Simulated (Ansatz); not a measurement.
InSe:

```
In Se
1.0
     5.82639   -2.05465    0.00000
     5.82639    2.05465    0.00000
    -1.72323    0.00000    4.77135
In Se
2 2
Direct
  0.88820 0.88820 0.04684
  0.11180 0.11180 0.95316
  0.66093 0.66093 0.66896
  0.33907 0.33907 0.33104
```

The cell comes from a database or a generator and needn't be the stable form of this composition.

```yaml
Program: Ansatz 0.2.0
Task: relaxation of cell and atoms
Functional: PBEsol
Potentials_or_basis: Ansatz PAW
Cutoff: "420 eV (not typed: the program's choice for these potentials)"
k_mesh: 7 × 7 × 6
Occupations: fermi-dirac, width 0.05 eV
Spin: no spin polarisation
```

At the start: volume 28.56 Å³/atom.

Task: How do energy, volume and symmetry change on relaxing?

Result: It ends after 8 steps and the volume is 25.79 Å³/atom (-9.7 %); space group C2/m (No. 12, to 0.05 Å).

The path:
| step | energy change (eV) | largest force (eV/Å) | volume (Å³) |
| --- | --- | --- | --- |
| 1 | 0.0000 | 0.0657 | 114.24 |
| 2 | -0.0277 | 0.0466 | 109.64 |
| 3 | -0.0394 | 0.0419 | 107.11 |
| 4 | -0.0483 | 0.0383 | 104.03 |
| 5 | -0.0517 | 0.0200 | 103.36 |
| 6 | -0.0522 | 0.0499 | 103.26 |
| 7 | -0.0527 | 0.0071 | 103.17 |
| 8 | -0.0512 | 0.0072 | 103.17 |

Final structure:
```yaml
crystal:
  lattice:
    - [5.87416, -2.05518, 0.08046]
    - [5.87416, 2.05518, 0.08046]
    - [-1.67147, 0.00000, 4.24993]
  atoms:
    - { symbol: In, position: [0.88574, 0.88574, 0.02873] }
    - { symbol: In, position: [0.11426, 0.11426, 0.97127] }
    - { symbol: Se, position: [0.65466, 0.65466, 0.63759] }
    - { symbol: Se, position: [0.34534, 0.34534, 0.36241] }
```

Caveat: the plane-wave basis is chosen anew once the cell has moved, so the energies of steps on either side of that aren't comparable; the PAW data sets come from PBE, with cores solved anew for the run's functional, which leaves a small shift of forces and pressure.
